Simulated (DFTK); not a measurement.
Runs of DFTK 0.8.2 on Hf. Symmetry: Im-3m, No. 229, cubic system. Conventional cell: a = 3.610 Å, b = 3.610 Å, c = 3.610 Å, α = 90.00°, β = 90.00°, γ = 90.00°. Around Hf (site symmetry m-3m) lie 8 Hf at 3.13 Å. This isn't the form of Hf at room conditions, which is hcp.

```csv
cell,smearing,gap on the mesh (eV),pressure (GPa)
as given,cold 0.1 eV,none,(a)
as given,gaussian 0.1 eV,none,-4.9
cell strained at random at fixed volume,fermi-dirac 0.05 eV,none,-4.8
as given,methfessel-paxton order 2 0.1 eV,none,-5.0
as given,fermi-dirac 0.05 eV,none,-4.9
as given,methfessel-paxton order 1 0.1 eV,none,-5.0
as given,fermi-dirac 0.1 eV,none,-4.6
```

Alike in all rows: task single point; level PBE; potentials or basis dojo.nc.sr.pbe.v0_4_1.standard.upf (PBE); no spin polarisation; k mesh 10 × 10 × 10; cutoff (eV) 952.

Q: Estimate the missing entries.

A: (a) -5.1.

A k mesh can miss the band edges, and the runs leave out spin-orbit coupling on Hf.

A gap of «none» marks a metal or a gap under the smearing width.
